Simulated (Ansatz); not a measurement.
Runs of Ansatz 0.2.0 on Cu. It takes space group Cmcm (No. 63, orthorhombic). Conventional cell: a = 2.437 Å, b = 7.953 Å, c = 2.475 Å, α = 90.00°, β = 90.00°, γ = 90.00°. Around Cu (site symmetry m2m) lie 10 Cu at 2.44 to 2.54 Å. This isn't the form of Cu at room conditions, which is fcc.

```tsv
potentials or basis	cutoff (eV)	V0 of scaled cells (Å³/atom)	B0 (GPa)
PseudoDojo standard	1252	11.86	(a)
Ansatz PAW	420	11.87	153
JTH PAW	1350	11.87	154
PseudoDojo stringent	1415	11.86	155
Ansatz PAW earlier set	700	11.87	153
```

Alike in all rows: task equation of state; level PBEsol; no spin polarisation; cell as given; k mesh 11 × 11 × 11; smearing fermi-dirac 0.05 eV.

**Question.** Fill in the values left out.

**Answer.** (a) 156.

Caveats: the cell was scaled at fixed shape and fractional positions, which overstates the stiffness of a crystal with free parameters, most of all of layers and chains.
